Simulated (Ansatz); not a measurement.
**AlN: a tetragonal deformation path**

An exercise on one series of results from a longer session: the logs are not shown, and one member is left open.

Computed with Ansatz 0.2.0 (DFT r2SCAN, scalar-relativistic, plane waves, PAW, unless a step's input says otherwise).

**The structure to begin with**

It takes space group F-43m (No. 216, cubic). Conventional cell: a = 4.368 Å, b = 4.368 Å, c = 4.368 Å, α = 90.00°, β = 90.00°, γ = 90.00°. Around Al (site symmetry -43m) lie 4 N at 1.89 Å. N (site symmetry -43m) has 4 Al at 1.89 Å as nearest neighbours.

Coordinates:

```
CELL_PARAMETERS angstrom
0.00000 2.18399 2.18399
2.18399 0.00000 2.18399
2.18399 2.18399 0.00000
ATOMIC_POSITIONS crystal
Al 0.00000 0.00000 0.00000
N 0.75000 0.75000 0.75000
```

It goes back to an entry of the Materials Project, which need not be the stable form.

No relaxation comes first: the listed cell is the starting point.

Set-up of the first run:

At fixed volume and fractional coordinates, lengths along (0.000, 0.000, 1.000) are scaled against those across it; ρ is that ratio over its starting value.

input.yaml reads:

```yaml
crystal:
  lattice:
    - [0.0, 2.4515732958, 1.7332623201]
    - [2.4515732958, 0.0, 1.7332623201]
    - [2.4515732958, 2.4515732958, 0.0]
  atoms:
    - { symbol: Al, position: [0.0, 0.0, 0.0] }
    - { symbol: "N", position: [0.75, 0.75, 0.75] }
basis:
  ecutwfc: 500
kpoints:
  mp_grid: { grid: [10, 10, 10] }
hamiltonian:
  xc: r2scan
scf:
  occupations: { method: gaussian, width: 0.05 }
output:
  forces: true
  stress: true
  eigenvalues: true
```

Among the steps run: At ρ = 0.707; Point ρ = 1.414; At ρ = 0.850; At ρ = 1.200; ρ = 0.780; ρ = 1.300; Point ρ = 0.920; ρ = 1.100; ρ = 0.650.

One of the session's tables, all rows but one given; the rest of the session is left out.

The scan, with free energies counted from the undisturbed cell:

| ρ | ΔE (meV/atom) | pressure (GPa) | gap on the mesh (eV) |
| --- | --- | --- | --- |
| 0.650 | 336.9 | -15.0 | 3.17 |
| 0.707 | 220.1 | -10.2 | 3.60 |
| 0.780 | 123.2 | -5.3 | 3.35 |
| 0.850 | ? | ? | ? |
| 0.920 | 18.5 | -0.3 | 3.54 |
| 1.000 | 0.0 | 0.3 | 3.94 |
| 1.100 | 34.9 | -0.4 | 3.61 |
| 1.200 | 150.4 | -1.8 | 3.24 |
| 1.300 | 355.8 | -3.3 | 2.78 |
| 1.414 | 700.4 | -4.4 | 1.62 |

Q: Estimate the row for ρ = 0.850 from the others.

Worked estimate for «ΔE (meV/atom)». A straight line through the neighbours (0.780, 123.2) and (0.920, 18.5) gives 123.2 + (18.5 − 123.2) × (0.850 − 0.780) / (0.920 − 0.780) = 70.9; a parabola fitted to 4 rows on both sides gives 58.5.

**Answer.** ΔE (meV/atom): 60.3; pressure (GPa): -2.1; gap on the mesh (eV): 3.35. In «ΔE (meV/atom)» the line misses by +10.6 and the parabola by -1.8.
